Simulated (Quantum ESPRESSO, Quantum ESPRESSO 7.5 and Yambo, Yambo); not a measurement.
**Beyond one shot: RbCl (Fm-3m)**

Aim: iterate the self-energy on RbCl (Fm-3m) and follow the gap from cycle to cycle.

Program: Quantum ESPRESSO 7.5 and Yambo 5.3.0. Level of theory: PBE and many-body steps on it, plane waves. Results are calculated unless marked as measured.

## 1. Starting point

Symmetry: Fm-3m, No. 225, cubic system. The conventional cell has a = 6.579 Å, b = 6.579 Å, c = 6.579 Å, α = 90.00°, β = 90.00°, γ = 90.00°. Nearest to Rb lie 6 Cl at 3.29 Å. Nearest to Cl lie 6 Rb at 3.29 Å. Farther neighbours and most contacts between anions are not listed.

The cell and positions come from the Crystallography Open Database and are kept as given unless a step says otherwise.

## 2. Empty states on the mesh, 4×4×4 mesh, 112 bands

This step: Quantum ESPRESSO 7.5; DFT, PBE, plane waves, norm-conserving pseudopotentials.

The sums over transitions need many empty states on a uniform mesh; this step solves for them.

File pw.in:

```
&control
  calculation = 'nscf'
  prefix = 'x'
  outdir = 'o'
  pseudo_dir = 'pseudo'
/
&system
  ibrav = 0
  nat = 2
  ntyp = 2
  ecutwfc = 50.0
  nbnd = 112
  force_symmorphic = .true.
/
&electrons
  conv_thr = 1e-9
  electron_maxstep = 80
  diago_full_acc = .true.
  diago_thr_init = 5e-6
/
ATOMIC_SPECIES
  Rb 85.468 Rb.upf
  Cl 35.45 Cl.upf
CELL_PARAMETERS angstrom
  -0.0000000000 3.2895000000 3.2895000000
  3.2895000000 -0.0000000000 3.2895000000
  3.2895000000 3.2895000000 -0.0000000000
ATOMIC_POSITIONS crystal
  Rb 0.0000000000 0.0000000000 0.0000000000
  Cl 0.5000000000 0.5000000000 0.5000000000
K_POINTS automatic
  4 4 4 0 0 0
```

Command:

```
OMP_NUM_THREADS=1 mpirun -n 4 pw.x -nk 4 -in pw.in > pw.out
```

The program printed:

```text
Program PWSCF v.7.5 starts

     This program is part of the open-source Quantum ESPRESSO suite
     for quantum simulation of materials; please cite
         "P. Giannozzi et al., J. Phys.:Condens. Matter 21 395502 (2009);
         "P. Giannozzi et al., J. Phys.:Condens. Matter 29 465901 (2017);
         "P. Giannozzi et al., J. Chem. Phys. 152 154105 (2020);
     in publications or presentations arising from this work. More details at

     Atomic positions and unit cell read from directory:
     o/x.save/

     Message from routine setup:
[...]
k =-0.3536-0.3536 0.3536 (  2884 PWs)   bands (ev):

[...]
66.4056  66.4056  66.4578  66.4578  68.0142  68.7503  70.3963  70.3963
    70.7035  70.8285  70.8285  71.1094  71.5497  71.9615  71.9615  73.6933

          k = 0.3536 0.0000 0.0000 (  2858 PWs)   bands (ev):

     [... further k-points ...]

     highest occupied, lowest unoccupied level (ev):     1.0594    6.0622

     XML data file, pseudopotentials, collected wavefunctions

=------------------------------------------------------------------------------=
   JOB DONE.
=------------------------------------------------------------------------------=
```

Wall time 6 s (4 MPI ranks of Arm Neoverse V1, shared host); peak memory 0.3 GiB.

This step gave:

| Quantity | Value |
| --- | --- |
| gap | 5.003 eV |
| k of the valence top | 0, 0, 0 |
| k of the conduction bottom | 0, 0, 0 |
| least direct gap | 5.003 eV |
| k points computed | 8 |
| lowest point of the top converged band, above the valence top | 68.3389 eV |

On this mesh the gap is 5.003 eV.

The density comes from a self-consistent run that is not shown.

## 3. Conversion and set-up

This step: Yambo 5.3.0; conversion and set-up on PBE, plane waves, norm-conserving pseudopotentials.

The states are converted to the many-body program's format and the q mesh is built.

Command:

```
(cd o/x.save; p2y > p2y.log; mv SAVE ../..); yambo > setup.log
```

The program printed:

```text
 Yambo, version 5.3.0

 [02] CORE Variables Setup
 =========================

  [02.01] Unit cells
  ==================

  Cell kind             :  FCC
  Atoms in the cell     :  Rb  Cl
  number of Rb atoms    :  1
  number of Cl atoms    :  1

  List of atomic masses
  Mass of Rb    :  85.46800
  Mass of Cl    :  35.45000

  List of atomic coordinates    : [cc]
  Rb1       :  0.000000  0.000000  0.000000  order 1
  Cl1       :  6.216254  6.216254  6.216254  order 2

  Alat factors          :  6.216254  6.216254  6.216254 [a.u.]
  Direct lattice volume :  480.4147 [a.u.]
[...]
==========================================

 IBZ Q-points                                      :   8
 BZ  Q-points                                      :   64

 K/Q-points units:
 rlu = crystal or reduced units; cc = cartesian coordinates; iku = interal k-units

 Q [1]          [rlu]:  0.000000  0.000000  0.000000
 Q [2]          [rlu]: -0.83742E-17 -0.83742E-17  0.25000
 Q [3]          [rlu]:  0.16748E-16  0.16748E-16 -0.50000
[...]
Q [7]          [rlu]:  0.19834E-16 -0.50000     -0.50000
 Q [8]          [rlu]:  0.250000 -0.500000 -0.250000

  [03.01] X indexes
  =================

   [03.01.01] Sigma indexes
   ========================

 [06] Game Over & Game summary
```

It took 2.4 s on 1 MPI rank; peak memory 0.24 GiB.

## 4. G0W0

G0W0 replaces the xc potential by the self-energy, built once from these orbitals. Only a window of levels is corrected, while the sums run over the empty bands that the input names.

This step: G0W0 on PBE, plane waves, norm-conserving pseudopotentials.

File gw1.in:

```
HF_and_locXC
gw0
dyson
ppa
em1d
rim_cut
RandQpts= 1000000
RandGvec= 1 RL
EXXRLvcs= 50 Ry
VXCRLvcs= 200 Ry
Chimod= "HARTREE"
% BndsRnXp
 1 | 112 |
%
NGsBlkXp= 9 Ry
% LongDrXp
 1 | 1 | 1 |
%
% GbndRnge
 1 | 112 |
%
DysSolver= "n"
ExtendOut
PPAPntXp= 27.21138 eV
% QPkrange
 1 | 1 | 7 | 10 |
%
```

Command:

```
OMP_NUM_THREADS=1 mpirun -n 4 yambo -F gw1.in -J gw1 -C gw1 > gw1.log
```

The program printed:

```text
 Yambo, version 5.3.0

 [02] CORE Variables Setup
 =========================

  [... cell, symmetries and grids as in the set-up ...]

  [02.05] Energies & Occupations
  ==============================

  [X] === General ===
  [X] Electronic Temperature                        :  0.000000  0.000000 [eV K]
  [X] Bosonic    Temperature                        :  0.000000  0.000000 [eV K]
  [X] Finite Temperature mode                       : no
  [X] El. density                                   :  0.22475E+24 [cm-3]
  [X] Fermi Level                                   :  1.059426 [eV]

  [X] === Gaps and Widths ===
  [X] Conduction Band Min                           :  5.002746 [eV]
  [X] Valence Band Max                              :  0.000000 [eV]
  [X] Filled Bands                                  :   8
  [X] Empty Bands                                   :    9  112
  [X] Direct Gap                                    :  5.002746 [eV]
  [X] Direct Gap localized at k                     :  1
  [X] Indirect Gap                                  :  5.002746 [eV]
  [X] Indirect Gap between kpts                     :  1  1
  [X] Last valence band width                       :  0.337909 [eV]
  [X] 1st conduction band width                     :  2.744411 [eV]

 [03] Transferred momenta grid and indexing
 ==========================================

 IBZ Q-points                                      :   8
 BZ  Q-points                                      :   64

 K/Q-points units:
 rlu = crystal or reduced units; cc = cartesian coordinates; iku = interal k-units

 Q [1]          [rlu]:  0.000000  0.000000  0.000000
 Q [2]          [rlu]: -0.83742E-17 -0.83742E-17  0.25000
 Q [3]          [rlu]:  0.16748E-16  0.16748E-16 -0.50000
 Q [4]          [rlu]: -0.99171E-17  0.25000      0.25000
 Q [5]          [rlu]: -0.11035E-16  0.25000      0.50000
 Q [6]          [rlu]:  0.16157E-16  0.25000     -0.25000
 Q [7]          [rlu]:  0.19834E-16 -0.50000     -0.50000
 Q [8]          [rlu]:  0.250000 -0.500000 -0.250000

 [04] Coloumb potential Random Integration (RIM)
 ===============================================

  [04.01] RIM initialization
  ==========================

  * Diagonal components only detected *

  8 x (sBL volume)        :  0.064541 [a.u.]
  sBZ random points       :  1000000
  Points outside the sBZ  :   7968281
  RL volume               :  0.516325 [a.u.]
  Integrated volume       :  0.518381 [a.u.]

  [04.02] RIM integrals
  =====================

  Gamma point sphere radius             :  0.072760 [a.u.]
  Points outside the sphere             :   800476
  [Int_sBZ(q=0) 1/q^2]*(Vol_sBZ)^(-1/3) =:  7.776341
                                 should be <:  7.795600

  Summary of Coulomb integrals for non-metallic bands |Q|[au] RIM/Bare

  Q [1] 0.100000E-4 0.997530 * Q [2] 0.218838 1.068930
  Q [4] 0.252692 1.066842 * Q [6] 0.357360 1.029370
  Q [5] 0.419042 1.022832 * Q [3] 0.437675 1.020347
  Q [7] 0.505384 1.017473 * Q [8] 0.565036 1.014532

 [05] Dipoles
 ============

  [05.01] Setup: observables and procedures
  =========================================

 [06] Dynamic Dielectric Matrix (PPA)
 ====================================

 [WR./gw1//ndb.pp]---------------------------------------------------------------
  Brillouin Zone Q/K grids (IBZ/BZ)                :    8   64    8   64
  RL vectors                                       :   3647 [WF]
  Coulomb cutoff potential                         : none
  Electronic Temperature                           :  0.000000 [K]
  Bosonic    Temperature                           :  0.000000 [K]
  PPA    diel. fun.  energies                      : Perdew, Burke & Ernzerhof(X)+Perdew, Burke & Ernzerhof(C)
  wavefunctions                                    : Perdew, Burke & Ernzerhof(X)+Perdew, Burke & Ernzerhof(C)
  Global Gauge                                     : length
  X matrix size                                    :  259
  X band range                                     :    1  112
  X e/h energy range                               : -1.000000 -1.000000 [eV]
  X Time ordering                                  : R
  X Hxc Kernel                                     : HARTREE
  X Drude frequency                                :  0.000000  0.000000
  X poles                                          :  100.0000 [o/o]
  RL vectors in the sum                            :   3647
  [r,Vnl] included                                 : yes
  Field direction                                  :  0.577350E-5  0.577350E-5  0.577350E-5
  BZ energy Double Grid                            : no
  BZ energy DbGd points                            : 0
  BZ Q point size factor                           : -1.000000
  X Optical Averaged directions                    : none

 [07] Local Exchange-Correlation + Non-Local Fock
 ================================================

 [VXC] Plane waves :  22995
 [EXS] Plane waves :  2891

 QP @ state[ 1 ] K range:  1  1
 QP @ state[ 1 ] b range:   7  10

 [xc] Functional : Perdew, Burke & Ernzerhof(X)+Perdew, Burke & Ernzerhof(C)
 [xc] LIBXC used to calculate xc functional
  PP Number of Atomic Species                      :  2
  NLCC RL compoments                               :  22995
  PP Number of Atomic Species                      :  2
  NLCC RL compoments                               :  22995

 [xc] E_xc :  -6.714859 [Ha]
      E_xc :  -13.42972 [Ry]

  Local XC kind (lXC) : Perdew, Burke & Ernzerhof(X)+Perdew, Burke & Ernzerhof(C)
  Non-Local XC kind (nlXC) : Hartree-Fock

  Corrections @ K [1] :  [eV]
 <7|nlXC|7> = -18.52923  0.13128E-16 <7|lXC|7> = -14.02433 -0.94408E-16
 <8|nlXC|8> = -18.52925 -0.98275E-17 <8|lXC|8> = -14.02433  0.000000
 <9|nlXC|9> = -3.027009  0.18747E-18 <9|lXC|9> = -6.590254  0.000000
 <10|nlXC|10> = -3.443998  0.48917E-18 <10|lXC|10> = -7.734219  0.14161E-15

 [08] Dyson equation: Newton solver
 ==================================

  [08.01] G0W0 (W PPA)
  ====================

  [  GW  ] Bands range     :    1  112
  [GW/PPA] G damping       :  0.100000 [eV]

  QP @ state[ 1 ] K range:  1  1
  QP @ state[ 1 ] b range:   7  10

   Sc/G bands                                       :    1  112
   Sc/G damping                                     :  0.100000 ev
   Sc bands terminator                              : no
   Sx RL components                                 :  2891

   QP @ state[ 1 ] K range                          :  1  1
   QP @ state[ 1 ] b range                          :   7  10
   GF energies kind                                 : Perdew, Burke & Ernzerhof(X)+Perdew, Burke & Ernzerhof(C)
   GF WF`s kind                                     : Perdew, Burke & Ernzerhof(X)+Perdew, Burke & Ernzerhof(C)
   Xs energies kind                                 : Perdew, Burke & Ernzerhof(X)+Perdew, Burke & Ernzerhof(C)
   Xs WF`s kind                                     : Perdew, Burke & Ernzerhof(X)+Perdew, Burke & Ernzerhof(C)

 [11] Game Over & Game summary
```

Wall time 48 s (4 MPI ranks); peak memory 1.4 GiB; 3.1 min of CPU time.

Numbers from this step:

```yaml
g0w0_gap_on_the_points_computed: 7.729 eV
starting_gap_on_the_mesh: 5.003 eV
k_of_the_valence_top: 0, 0, 0
k_of_the_conduction_bottom: 0, 0, 0
least_direct_g0w0_gap_on_the_computed_points: 7.729 eV
z_at_the_valence_top: 0.8109
z_at_the_conduction_bottom: 0.8814
```

The gap on the mesh goes from 5.00 eV to 7.73 eV, a correction of +2.73 eV.

## 5. evGW0, cycle 1

This step: evGW0 on PBE, plane waves, norm-conserving pseudopotentials.

gw3.in, as its differences from gw1.in of step 4:

```diff
@@ -25,3 +25,4 @@
 % QPkrange
- 1 | 1 | 7 | 10 |
+ 1 | 8 | 2 | 12 |
 %
+GfnQPdb= "E < ./gw2/ndb.QP"
```

Command:

```
OMP_NUM_THREADS=1 mpirun -n 4 yambo -F gw3.in -J gw3,gw1_W -C gw3 > gw3.log
```

The program printed:

```text
 Yambo, version 5.3.0

 [02] CORE Variables Setup
 =========================

  [... cell, symmetries and grids as in the set-up ...]

  [02.05] Energies & Occupations
  ==============================

  [X] === General ===
  [X] Electronic Temperature                        :  0.000000  0.000000 [eV K]
  [X] Bosonic    Temperature                        :  0.000000  0.000000 [eV K]
  [X] Finite Temperature mode                       : no
  [X] El. density                                   :  0.22475E+24 [cm-3]
  [X] Fermi Level                                   :  1.059426 [eV]

  [X] === Gaps and Widths ===
  [X] Conduction Band Min                           :  5.002746 [eV]
  [X] Valence Band Max                              :  0.000000 [eV]
  [X] Filled Bands                                  :   8
  [X] Empty Bands                                   :    9  112
  [X] Direct Gap                                    :  5.002746 [eV]
  [X] Direct Gap localized at k                     :  1
  [X] Indirect Gap                                  :  5.002746 [eV]
  [X] Indirect Gap between kpts                     :  1  1
  [X] Last valence band width                       :  0.337909 [eV]
  [X] 1st conduction band width                     :  2.744411 [eV]

 [03] Transferred momenta grid and indexing
 ==========================================

 IBZ Q-points                                      :   8
 BZ  Q-points                                      :   64

 K/Q-points units:
 rlu = crystal or reduced units; cc = cartesian coordinates; iku = interal k-units

 Q [1]          [rlu]:  0.000000  0.000000  0.000000
 Q [2]          [rlu]: -0.83742E-17 -0.83742E-17  0.25000
 Q [3]          [rlu]:  0.16748E-16  0.16748E-16 -0.50000
[...]
[G+QP] Direct Gap localized at k                  :  1
  [G+QP] Indirect Gap                               :  7.728940 [eV]
  [G+QP] Indirect Gap between kpts                  :  1  1
  [G+QP] Last valence band width                    :  0.364104 [eV]
  [G+QP] 1st conduction band width                  :  2.991407 [eV]

  [coarse-grid] Minimum Bare Gap        [ev]:  5.002746
  [coarse-grid] Minimum Gap Correction  [ev]:  2.726194

  Eqp @ K [1]
   -24.0656     -10.8920     -8.72314     -8.72380     -8.72427      0.00000    -0.475326E-5 -0.240667E-3
    7.72870  11.34044  11.34050  11.34062  12.33864  12.33864  16.08038  21.66088
  Eqp @ K [2]
  -24.05767 -10.99602  -8.72052  -8.71869  -8.66773  -0.50808  -0.18939  -0.18907
[...]
Eqp @ K [3]
[...]
Eqp @ K [4]
[...]
Eqp @ K [5]
[...]
[... 2 further k-points ...]
  Eqp @ K [8]
  -24.04506 -11.05380  -8.95734  -8.96062  -8.67343  -0.48060  -0.27765  -0.27759
   10.72011  10.72006  12.68109  12.93094  15.41046  15.69900  16.24521  16.78760

 [07] Dipoles
 ============

  [07.01] Setup: observables and procedures
  =========================================

 [08] Dynamic Dielectric Matrix (PPA)
 ====================================

   Sc/G bands                                       :    1  112
   Sc/G damping                                     :  0.100000 ev
   Sc bands terminator                              : no
   Sx RL components                                 :  2891

   QP @ state[ 1 ] K range                          :   1   8
   QP @ state[ 1 ] b range                          :   2  12
   GF energies kind                                 : Perdew, Burke & Ernzerhof(X)+Perdew, Burke & Ernzerhof(C)+ E < ./gw2/ndb.QP + @E Fit
   GF WF`s kind                                     : Perdew, Burke & Ernzerhof(X)+Perdew, Burke & Ernzerhof(C)
   Xs energies kind                                 : Perdew, Burke & Ernzerhof(X)+Perdew, Burke & Ernzerhof(C)
   Xs WF`s kind                                     : Perdew, Burke & Ernzerhof(X)+Perdew, Burke & Ernzerhof(C)

 [13] Game Over & Game summary
```

The job ended after 6.6 min (4 MPI ranks; peak memory 1.4 GiB; 26 min of CPU time).

Numbers from this step:

| Quantity | Value |
| --- | --- |
| quasiparticle gap on the mesh | 7.909 eV |
| gap of the density functional on the mesh | 5.003 eV |
| k of the valence top | 0, 0, 0 |
| k of the conduction bottom | 0, 0, 0 |
| least direct quasiparticle gap on the computed points | 7.909 eV |
| Z at the valence top | 0.8166 |
| Z at the conduction bottom | 0.9025 |

Against G0W0 in Yambo (4×4×4 mesh, 112 bands, screening to 122.5 eV, Godby-Needs plasmon pole), the gap moves by +0.180 eV.

The program's own table gives 8.174 eV, which is too large where the input levels are shifted: this version takes Σc at the unshifted level E₀, yet steps from the shifted one. The value above is the Newton step from E₀, E₀ + Z(Σc + Σx − Vxc), rebuilt from the printed columns.

## 6. evGW0, cycle 2

The corrected levels of the last cycle go back in.

gw4.in, as its differences from gw3.in of step 5:

```diff
@@ -27,2 +27,2 @@
 %
-GfnQPdb= "E < ./gw2/ndb.QP"
+GfnQPdb= "E < ./gw3_fix/ndb.QP"
```

Command:

```
OMP_NUM_THREADS=1 mpirun -n 4 yambo -F gw4.in -J gw4,gw1_W -C gw4 > gw4.log
```

The program printed:

```text
 Yambo, version 5.3.0

 [02] CORE Variables Setup
 =========================

  [... cell, symmetries and grids as in the set-up ...]

  [02.05] Energies & Occupations
  ==============================

  [X] === General ===
  [X] Electronic Temperature                        :  0.000000  0.000000 [eV K]
  [X] Bosonic    Temperature                        :  0.000000  0.000000 [eV K]
  [X] Finite Temperature mode                       : no
  [X] El. density                                   :  0.22475E+24 [cm-3]
[...]
Sx RL components                                 :  2891

   QP @ state[ 1 ] K range                          :   1   8
   QP @ state[ 1 ] b range                          :   2  12
   GF energies kind                                 : Perdew, Burke & Ernzerhof(X)+Perdew, Burke & Ernzerhof(C)+ E < ./gw2/ndb.QP + @E Fit+ E < ./gw3_fix/
   GF WF`s kind                                     : Perdew, Burke & Ernzerhof(X)+Perdew, Burke & Ernzerhof(C)
   Xs energies kind                                 : Perdew, Burke & Ernzerhof(X)+Perdew, Burke & Ernzerhof(C)
   Xs WF`s kind                                     : Perdew, Burke & Ernzerhof(X)+Perdew, Burke & Ernzerhof(C)

 [13] Game Over & Game summary
```

Elapsed: 6.6 min, on 4 MPI ranks; peak memory 1.4 GiB; 26 min of CPU time.

Numbers from this step:

```yaml
quasiparticle_gap_on_the_mesh: 7.922 eV
gap_of_the_density_functional_on_the_mesh: 5.003 eV
k_of_the_valence_top: 0, 0, 0
k_of_the_conduction_bottom: 0, 0, 0
least_direct_quasiparticle_gap_on_the_computed_points: 7.922 eV
```

Against the cycle before, the gap moves by +0.013 eV.

The program's own table gives 8.201 eV, which is too large where the input levels are shifted: this version takes Σc at the unshifted level E₀, yet steps from the shifted one. The value above is the Newton step from E₀, E₀ + Z(Σc + Σx − Vxc), rebuilt from the printed columns.

(Part 1 of 2 ends here.)

[Paths, hosts, dates, memory and timing lines, banners, echoed tables and standing remarks are left out of the program output.]

[Logs are printed without paths, hosts, clocks, repeated set-up lines and the standing remarks that a program may print on its own settings, such as how far it seeks lower states.]

[Runs of the session that timed out or met a known fault of the program may be left out.]

[Hosts, paths, dates, database ids (printed as entryN), source tags and the programs' standing remarks are cut or masked in the printed files.]
